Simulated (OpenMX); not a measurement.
Crystal: Ag.

```
CELL_PARAMETERS angstrom
0.00000 2.04275 2.04275
2.04275 0.00000 2.04275
2.04275 2.04275 0.00000
ATOMIC_POSITIONS crystal
Ag 0.00000 0.00000 0.00000
```

```yaml
Program: OpenMX 3.8.5
Task: single point
Functional: PBE
Potentials_or_basis: OpenMX 2013 PBE set, Ag7.0-s3p2d2, grid cutoff 350 Ry
k_mesh: 11 × 11 × 11
Occupations: fermi-dirac, width 0.05 eV
Spin: no spin polarisation
```

On this cell: pressure 8.0 GPa; band gap on the k mesh none (metal or under the smearing width).

The same run follows on a disturbed copy (cell strained at random at fixed volume):

```
CELL_PARAMETERS angstrom
-0.00622 2.03863 2.06720
2.01497 0.04695 2.01403
2.08560 2.05608 -0.02368
ATOMIC_POSITIONS crystal
Ag 0.00221 0.02855 0.98957
```

Task: What changes?

Result: The energy (extrapolated to zero smearing) moves by +4.1 meV/atom; pressure 8.3 GPa; band gap on the k mesh none (metal or under the smearing width).

Caveats: the basis of atomic orbitals isn't converged, which shifts pressures, moduli and gaps.
